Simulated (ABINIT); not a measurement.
# Sn (I4/mmm) in ABINIT: a series of runs

Aim: see how the results for Sn move with the level of theory and the settings. Levels: PBE, PBE+D3. Tasks: relaxation of cell and atoms.

Everything below comes from runs of ABINIT 10.8.3 (patched build). Logs are shortened: lines on timing, memory, paths and dates and some standing lists are left out, and cuts for length are marked. The log counts tension as positive stress, the text compression.

### Step 1. Starting point

Symmetry: I4/mmm, No. 139, tetragonal system. The conventional cell has a = 4.058 Å, b = 4.058 Å, c = 3.322 Å, α = 90.00°, β = 90.00°, γ = 90.00°. Sn (site symmetry 4/mmm) is surrounded by 10 Sn at 3.32 Å.

This isn't the form of Sn at room conditions, which is tetragonal (white tin).

### Step 2. Relaxation of cell and atoms, PBE

The input, run.py:

```python
import json, os
import numpy as np
from ase.constraints import FixSymmetry
from ase.optimize import LBFGS
from ase.filters import FrechetCellFilter
from ase.units import GPa
from ase.calculators.abinit import Abinit, AbinitProfile
from ase import Atoms

atoms = Atoms(['Sn'],
              cell=[[-2.029189411, 2.029189411, 1.6607599896], [2.029189411, -2.029189411, 1.6607599896], [2.029189411, 2.029189411, -1.6607599896]],
              scaled_positions=[[0.0, 0.0, 0.0]],
              pbc=True)

profile = AbinitProfile(command='abinit', pp_paths=[os.path.abspath('pseudos')])
params = dict(
    pps='pawxml', xc='PBE',
    chksymtnons=0,
    tolsym=1e-05,
    ecut=598.6505,
    pawecutdg=1197.301,
    pawxcdev=0,
    kptopt=1,
    ngkpt=[10, 10, 10],
    nshiftk=1,
    shiftk=[0.0, 0.0, 0.0],
    ixc=11,
    nband=11,
    occopt=3,
    tsmear=0.05,
    nstep=100,
    tolvrs=1e-09,
    prtwf=0,
    prtden=0,
    ecutsm=0.5,
)

atoms.calc = Abinit(profile=profile, directory='run', **params)
atoms.set_constraint(FixSymmetry(atoms, symprec=1e-4))
opt = LBFGS(FrechetCellFilter(atoms), trajectory='opt.traj')
converged = opt.run(fmax=0.03, steps=30)
print('converged', converged)
print('cell (A)', np.round(atoms.cell[:], 5).tolist())
energy = atoms.get_potential_energy()
forces = atoms.get_forces()
stress = atoms.get_stress()
print(f'energy {energy:.6f} eV')
print('forces (eV/A)')
print(np.round(forces, 5))
print('stress (GPa, Voigt, tension positive)', np.round(stress / GPa, 4))
json.dump(dict(energy=energy, forces=forces.tolist(), stress=stress.tolist(), cell=atoms.cell.tolist(), frac=atoms.get_scaled_positions(wrap=False).tolist()), open('results.json', 'w'))
```

Potentials or basis: JTH PAW PBE v2.0.

Command:

```
> python run.py
```

Output:

```text
Step          Energy          fmax
LBFGS:    0    -1896.948828        0.319999
LBFGS:    1    -1896.950432        0.209221
LBFGS:    2    -1896.951599        0.020353
converged True
cell (A) [[-2.03661, 2.03661, 1.68237], [2.03661, -2.03661, 1.68237], [2.03661, 2.03661, -1.68237]]
energy -1896.951599 eV
forces (eV/A)
[[0. 0. 0.]]
stress (GPa, Voigt, tension positive) [ 0.0907  0.0907 -0.1168  0.     -0.      0.    ]
```

abinit.in:

```text
chksymtnons 0
ecut 598.6505 eV
ecutsm 0.5
ixc 11
kptopt 1
natom 1
nband 11
ngkpt
10 10 10
nshiftk 1
nsppol 1
nstep 100
occopt 3
pawecutdg 1197.301 eV
pawxcdev 0
prtden 0
prtwf 0
shiftk
0.0 0.0 0.0
tolsym 1e-05
tolvrs 1e-09
tsmear 0.05 eV
#Definition of the unit cell
acell
1.00000000000000 1.00000000000000 1.00000000000000 Angstrom
rprim
-2.03661443641761 2.03661443641761 1.68237429188990
2.03661443641761 -2.03661443641761 1.68237429188990
2.03661443641761 2.03661443641761 -1.68237429188990
chkprim 0 # Allow non-primitive cells
#Definition of the atom types
ntypat 1
znucl 50
#Enumerate different atomic species
typat
 1
pseudos "./pseudos/Sn.GGA_PBE-JTH.xml"
#Definition of the atoms
xcart
0.00000000000000 0.00000000000000 0.00000000000000
chkexit 1 # abinit.exit file in the running directory terminates after the current SCF
```

abinit.abo:

```text
.Version 10.8.3 of ABINIT
 Symmetries : space group I4/m m m (#139); Bravais tI (body-center tetrag.)
================================================================================
 Values of the parameters that define the memory need of the present run
     intxc =       0    ionmov =       0      iscf =      17    lmnmax =      18
     lnmax =       6     mgfft =      30  mpssoang =       3    mqgrid =    3001
     natom =       1  nloc_mem =       2    nspden =       1   nspinor =       1
    nsppol =       1      nsym =      16    n1xccc =       1    ntypat =       1
    occopt =       3   xclevel =       2
       mpw =         949          nfft =       27000          nkpt =         102
 PAW method is used; the additional fine FFT grid is defined by:
   mgfftf=        40    nfftf =     64000
================================================================================
================================================================================

--------------------------------------------------------------------------------
------------- Echo of variables that govern the present computation ------------
--------------------------------------------------------------------------------
 -outvars: echo values of preprocessed input variables --------
            acell      1.8897261259E+00  1.8897261259E+00  1.8897261259E+00 Bohr
              amu      1.18710000E+02
          chkexit           1
          chkprim           0
      chksymtnons           0
             ecut      2.20000001E+01 Hartree
           ecutsm      5.00000000E-01 Hartree
                       outvar_i_n : Printing only first  50 k-points.
              ixc          11
                       outvar_i_n : Printing only first  50 k-points.
         kptrlatt       10    0    0      0   10    0      0    0   10
          kptrlen      6.30330039E+01
            natom           1
            nband          11
            ngfft          30      30      30
          ngfftdg          40      40      40
             nkpt         102
            nstep         100
             nsym          16
           ntypat           1
                       prtocc : prtvol=0, do not print more k-points.
           occopt           3
        pawecutdg      4.40000002E+01 Hartree
         pawxcdev           0
[... 148 lines left out ...]
  -0.56296   -0.56056   -0.56056   -0.56017   -0.55646   -0.17146    0.47546    0.47546
   0.55962    0.60527    0.64635
      occupation numbers for kpt#   1
   2.00000    2.00000    2.00000    2.00000    2.00000    2.00000    0.00000    0.00000
   0.00000    0.00000    0.00000
 prteigrs : prtvol=0 or 1, do not print more k-points.

--- !EnergyTerms
iteration_state     : {dtset: 1, }
comment             : Components of total free energy in Hartree
kinetic             :  1.16912745984760E+01
hartree             :  2.42048826172891E+01
xc                  : -6.86373353579545E+00
Ewald energy        : -4.93081628580643E+01
psp_core            :  1.91172022907016E+00
local_psp           : -6.70117268076359E+01
PAW spherical_terms :  1.56642499022999E+01
internal            : -6.97114958543606E+01
'-kT*entropy'       : -1.89608557235359E-04
total_energy        : -6.97116854629178E+01
total_energy_eV     : -1.89695159898980E+03
...

--- !EnergyTermsDC
iteration_state     : {dtset: 1, }
comment             : '"Double-counting" decomposition of free energy'
band_energy         : -5.33286394168390E+00
Ewald energy        : -4.93081628580643E+01
psp_core            :  1.91172022907016E+00
xc_dc               : -2.65200580651551E+01
PAW spherical_terms :  9.53787383503181E+00
internal            : -6.97114908008013E+01
'-kT*entropy'       : -1.89608557235359E-04
total_energy_dc     : -6.97116804093585E+01
total_energy_dc_eV  : -1.89695146147544E+03
...

--- !EnergyTermsWithPAWCore
iteration_state     : {dtset: 1, }
comment             : 'Components of total free energy, including PAW core contributions'
Total energy        : -6.17733645248952E+03
Total energy DC     : -6.17733644743596E+03
Total energy (eV)   : -1.68093888180070E+05
Total energy DC (eV): -1.68093888042556E+05
...

 Cartesian components of stress tensor (hartree/bohr^3)
  sigma(1 1)=  3.08131483E-06  sigma(3 2)=  0.00000000E+00
  sigma(2 2)=  3.08131483E-06  sigma(3 1)=  0.00000000E+00
  sigma(3 3)= -3.97074496E-06  sigma(2 1)=  0.00000000E+00

-Cartesian components of stress tensor (GPa)         [Pressure= -2.1496E-02 GPa]
- sigma(1 1)=  9.06554122E-02  sigma(3 2)=  0.00000000E+00
- sigma(2 2)=  9.06554122E-02  sigma(3 1)=  0.00000000E+00
- sigma(3 3)= -1.16823350E-01  sigma(2 1)=  0.00000000E+00

== END DATASET(S) ==============================================================
================================================================================

 -outvars: echo values of variables after computation  --------
            acell      1.8897261259E+00  1.8897261259E+00  1.8897261259E+00 Bohr
           etotal     -6.9711680409E+01
            fcart     -0.0000000000E+00 -0.0000000000E+00 -0.0000000000E+00
            rprim     -2.0366144364E+00  2.0366144364E+00  1.6823742919E+00
                       2.0366144364E+00 -2.0366144364E+00  1.6823742919E+00
                       2.0366144364E+00  2.0366144364E+00 -1.6823742919E+00
           strten      3.0813148320E-06  3.0813148320E-06 -3.9707449586E-06
                       0.0000000000E+00  0.0000000000E+00  0.0000000000E+00
 Calculation completed.
```

It took 82 s on 1 thread of Arm Neoverse V1, shared host; peak memory 0.12 GiB.

Results:

| Property | Result |
| --- | --- |
| Free energy | -1896.9515 eV |
| Relaxed volume | 27.91 Å³/atom |
| Relaxed cell | a = 3.336 Å, b = 3.336 Å, c = 3.336 Å, α = 104.74°, β = 104.74°, γ = 119.42° |
| Space group after relaxing (to 0.05 Å) | I4/mmm (No. 139) |
| Energy gained by relaxing | 2.8 meV/atom |
| Ionic steps | 3 |
| Pressure after relaxing | 0.0 GPa |
| Band gap on the k mesh | none (metal or under the smearing width) |
| Valence electrons inside the program's atomic spheres | Sn 11.84 (radii [1.3287] Å) |

The path:
| step | energy change (eV) | largest force (eV/Å) | pressure (GPa) | volume (Å³) |
| --- | --- | --- | --- | --- |
| 1 | 0.0000 | 0.0000 | 1.01 | 27.35 |
| 2 | -0.0016 | 0.0000 | 0.62 | 27.56 |
| 3 | -0.0028 | 0.0000 | -0.02 | 27.91 |

Final structure:
```xyz
1
Lattice="-2.0366 2.0366 1.6824 2.0366 -2.0366 1.6824 2.0366 2.0366 -1.6824" Properties=species:S:1:pos:R:3 pbc="T T T"
Sn    0.0000    0.0000    0.0000
```

Caveat: the log and the count of SCF iterations are those of the last ABINIT call alone.

### Step 3. Relaxation of cell and atoms, PBE+D3

run.py: that of step 2 with these lines changed.

```diff
@@ -6,2 +6,4 @@
 from ase.units import GPa
+from ase.calculators.mixing import SumCalculator
+from dftd3.ase import DFTD3
 from ase.calculators.abinit import Abinit, AbinitProfile
@@ -37,3 +39,3 @@
 
-atoms.calc = Abinit(profile=profile, directory='run', **params)
+atoms.calc = SumCalculator([Abinit(profile=profile, directory='run', **params), DFTD3(method='pbe', damping='d3zero')])
 atoms.set_constraint(FixSymmetry(atoms, symprec=1e-4))
```

Potentials or basis: JTH PAW PBE v2.0.

Command:

```
> python run.py
```

It took 81 s on 1 thread of Arm Neoverse V1, shared host; peak memory 0.12 GiB.

It converged, with:

```yaml
Free_energy: -1897.1403 eV
Relaxed_volume: 27.05 Å³/atom
Relaxed_cell: a = 3.301 Å, b = 3.301 Å, c = 3.301 Å, α = 104.77°, β = 104.77°, γ = 119.35°
Space_group_after_relaxing_to_0.05_Å: I4/mmm (No. 139)
Energy_gained_by_relaxing: 1.4 meV/atom
Ionic_steps: 3
Pressure_after_relaxing: 0.1 GPa
Band_gap_on_the_k_mesh: none (metal or under the smearing width)
Valence_electrons_inside_the_program's_atomic_spheres: Sn 11.86 (radii [1.3287] Å)
Dispersion_energy_per_atom: -0.193 eV
```

Stress tensor (GPa, compression positive):
```
0.02 0.00 0.00
0.00 0.02 0.00
0.00 0.00 0.14
```

The path:
```csv
step,energy change (eV),largest force (eV/Å),pressure (GPa),volume (Å³)
1,0.0000,0.0000,-0.36,27.35
2,-0.0004,0.0000,-0.26,27.28
3,-0.0014,0.0000,0.06,27.05
```

Final structure:
```yaml
crystal:
  lattice:
    - [-2.01456, 2.01456, 1.66652]
    - [2.01456, -2.01456, 1.66652]
    - [2.01456, 2.01456, -1.66652]
  atoms:
    - { symbol: Sn, position: [0.00000, 0.00000, 0.00000] }
```

Levels at points of the mesh, in eV from the Fermi level:
| k point | band 3 | band 4 | band 5 | band 6 | band 7 | band 8 | band 9 | band 10 | band 11 |
| --- | --- | --- | --- | --- | --- | --- | --- | --- | --- |
| (0.00, 0.00, 0.00) | -21.47 | -21.46 | -21.35 | -11.09 | 6.96 | 6.96 | 9.36 | 10.45 | 11.62 |
| (0.50, 0.00, 0.00) | -21.39 | -21.33 | -21.30 | -5.78 | -4.20 | 3.14 | 4.44 | 7.30 | 7.47 |
| (0.50, 0.50, 0.00) | -21.43 | -21.39 | -21.31 | -7.22 | -4.70 | 5.72 | 7.75 | 10.32 | 10.83 |
| (0.50, 0.50, 0.50) | -21.32 | -21.32 | -21.29 | -3.25 | -1.51 | -1.51 | 2.38 | 3.13 | 5.98 |

Caveat: the log and the count of SCF iterations are those of the last ABINIT call alone; pairwise dispersion overbinds metals, which lowers pressure and volume.
